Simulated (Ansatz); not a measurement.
Base system: AlSb in the zinc blende structure (space group F-43m, No. 216; a = 6.226 Å). Axes: x, y, z lie along the cube axes.

Levels (all Ansatz, an electronic-structure program, PAW): PBE (420 eV, no spin-orbit coupling); r2SCAN (500 eV, no spin-orbit coupling).

Its gap is 1.24 eV with PBE and 1.53 eV with r2SCAN.

Modification: tensor shear ε_yz = +1.20 % (engineering shear γ = 0.0240), atoms relaxed at fixed cell.

With PBE the gap becomes 1.05 eV.

**Question.** If the r2SCAN correction stayed the same, what would the r2SCAN gap be, and what does the r2SCAN run give?

**Answer.** A rigid correction of +0.29 eV gives 1.34 eV. The r2SCAN run gives 1.37 eV, so the two effects roughly add.

Single points use the geometry relaxed with PBE. With Sb present, leaving out spin-orbit coupling can change the band edges. The cells carry an imposed strain or load. Stability against distortions was not tested.
